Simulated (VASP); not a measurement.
# SiC7 (a cell with a defect) in VASP: further runs, part 2 of 2

VASP 6.6.1. Earlier steps stand in the parts before.

## Step 6: Single point, LDA (grid = ENCUT=460 dk=0.45 cell=2x2x1 ISMEAR=0 SIGMA=0.05 LREAL=Auto EDIFF=1e-06)

INCAR

```
PREC = Accurate ; ENCUT = 460
EDIFF = 1E-6 ; ISMEAR = 0
SIGMA = 0.05 ; LREAL = Auto
LASPH = True ; NELM = 120
ALGO = Fast ; ISIF = 2
LWAVE = False ; LCHARG = False
GGA = CA ; NBANDS = 24
```

KPOINTS

```
Automatic mesh
0
Gamma
  7 7 7
```

POSCAR

```
SiC7
1.0
    0.0000000000      3.5667400000      3.5667400000
    3.5667400000      0.0000000000      3.5667400000
    1.7833700000      1.7833700000      0.0000000000
Si C
1 7
Direct
    0.3750000000      0.3750000000      0.7500000000
    0.3750000000      0.8750000000      0.7500000000
    0.8750000000      0.3750000000      0.7500000000
    0.8750000000      0.8750000000      0.7500000000
    0.2500000000      0.2500000000      0.5000000000
    0.2500000000      0.7500000000      0.5000000000
    0.7500000000      0.2500000000      0.5000000000
    0.7500000000      0.7500000000      0.5000000000
```

Potentials or basis: VASP PAW LDA potentials, release 64 (Si, C).

Launch:

```console
$ cat potpaw_LDA.64/Si/POTCAR potpaw_LDA.64/C/POTCAR > POTCAR
$ mpirun -np 1 vasp_std > vasp.out
```

OUTCAR:

```text
PREC = Accurate
   ENCUT = 460
   EDIFF = 1E-6
   ISMEAR = 0
   LREAL = Auto
   LASPH = True
   NELM = 120
   ISIF = 2
   GGA = CA

 Found     64 irreducible k-points:

 Following reciprocal coordinates:
            Coordinates               Weight
  0.000000  0.000000  0.000000      1.000000
  0.142857  0.000000  0.000000      4.000000
  0.285714  0.000000  0.000000      4.000000
  0.428571  0.000000  0.000000      4.000000
  0.142857  0.142857  0.000000      2.000000
  0.285714  0.142857  0.000000      4.000000
   k-points           NKPTS =     64   k-points in BZ     NKDIM =     64   number of bands    NBANDS=     24
   number of dos      NEDOS =    301   number of ions     NIONS =      8
   total plane-waves  NPLWV =  23328
   dimension x,y,z NGX =    36 NGY =   36 NGZ =   18
   dimension x,y,z NGXF=    72 NGYF=   72 NGZF=   36
   ions per type =               1   7
   NGX,Y,Z   is equivalent  to a cutoff of  11.86, 11.86, 11.86 a.u.
   NGXF,Y,Z  is equivalent  to a cutoff of  23.73, 23.73, 23.73 a.u.
 SYSTEM =  unknown system
   PREC   = accura    normal or accurate (medium, high low for compatibility)
[... 66 lines left out ...]
  band No.  band energies     occupation
      1      -9.7723      2.00000
      2      -4.1260      2.00000
      3      -3.3934      2.00000
      4      -1.9832      2.00000
      5      -1.8270      2.00000
      6      -1.0313      2.00000
[... 151 lines left out ...]
     23      19.7128      0.00000
     24      20.3553      0.00000

 [... further k-points ...]

------------------------ aborting loop because EDIFF is reached ----------------------------------------

  FORCE on cell =-STRESS in cart. coord.  units (eV):
  Direction    XX          YY          ZZ          XY          YZ          ZX
  --------------------------------------------------------------------------------------
  -------------------------------------------------------------------------------------
  Total       28.7203818     28.7203818     27.8964420     -0.5191773      0.0000000      0.0000000
  in kB     1014.1131974   1014.1131974    985.0199829    -18.3320872      0.0000000      0.0000000
  external PRESSURE =    1004.4154592 kB  Pullay stress =       0.0000000 kB

 VOLUME and BASIS-vectors are now :
 -----------------------------------------------------------------------------
  energy-cutoff  :      460.00
  volume of cell :       45.37
      direct lattice vectors                 reciprocal lattice vectors
     0.000000000  3.566740000  3.566740000    -0.140184034  0.140184034  0.140184034
     3.566740000  0.000000000  3.566740000     0.140184034 -0.140184034  0.140184034
     1.783370000  1.783370000  0.000000000     0.280368067  0.280368067 -0.280368067

 POSITION                                       TOTAL-FORCE (eV/Angst)
 -----------------------------------------------------------------------------------
      2.67505      2.67505      2.67505         0.000000     -0.000000     -1.457496
      4.45843      2.67505      4.45843         0.294130     -0.294130      0.146383
      2.67505      4.45843      4.45843        -0.294130      0.294130      0.146383
      4.45843      4.45843      6.24179         0.000000     -0.000000      0.308474
      1.78337      1.78337      1.78337        -0.000000     -0.000000    -13.249970
      3.56674      1.78337      3.56674         7.025687     -7.025687      7.084899
      1.78337      3.56674      3.56674        -7.025687      7.025687      7.084899
      3.56674      3.56674      5.35011         0.000000     -0.000000     -0.063572
 -----------------------------------------------------------------------------------
    total drift:                               -0.000000     -0.000000      0.000006

  FREE ENERGIE OF THE ION-ELECTRON SYSTEM (eV)
  ---------------------------------------------------
  free  energy   TOTEN  =       -68.9808928980 eV

  energy  without entropy=      -68.9808928980  energy(sigma->0) =      -68.98089290
```

stdout:

```text
POSCAR found type information on POSCAR SiC
 POSCAR found :  2 types and       8 ions
 scaLAPACK will be used
 -----------------------------------------------------------------------------
|                                                                             |
|                                                                             |
|     You have a (more or less) 'small supercell' and for smaller cells       |
|     it is recommended to use the reciprocal-space projection scheme!        |
|     The real-space optimization is not efficient for small cells and it     |
|     is also less accurate ...                                               |
|     Therefore, set LREAL=.FALSE. in the INCAR file.                         |
|                                                                             |
 -----------------------------------------------------------------------------

 LDA part: xc-table for (Slater(with rela. corr.)+CA(PZ))
 , standard interpolation
 POSCAR, INCAR and KPOINTS ok, starting setup
 FFT: planning ... GRIDC
 FFT: planning ... GRID_SOFT
 FFT: planning ... GRID
 WAVECAR not read
 entering main loop
```

Run time: 87 s. Hardware: 1 thread of Intel Xeon Platinum 8259CL at 2.50GHz (Skylake/Cascade Lake), shared host; peak memory 0.16 GiB.

The run converged, but some of its settings lie outside the range that counts as converged, so its numbers aren't taken as properties of the crystal.

What came out:

- Free energy: -68.9809 eV
- Pressure: 100.4 GPa
- Largest force: 13.250 eV/Å
- Band gap on the k mesh: 2.66 eV, indirect (least direct gap 3.58 eV)

Caveat: the k mesh is coarse (spacing up to 0.44 Å⁻¹), so the values aren't converged; the cutoff is under 1.25 times the usual one of these potentials, so pressure, stress and relaxed cells hold a basis-set (Pulay) error; a pressure of tens of GPa on the cell as given is suspect, and the run, the potentials or the cell itself is likely at fault.
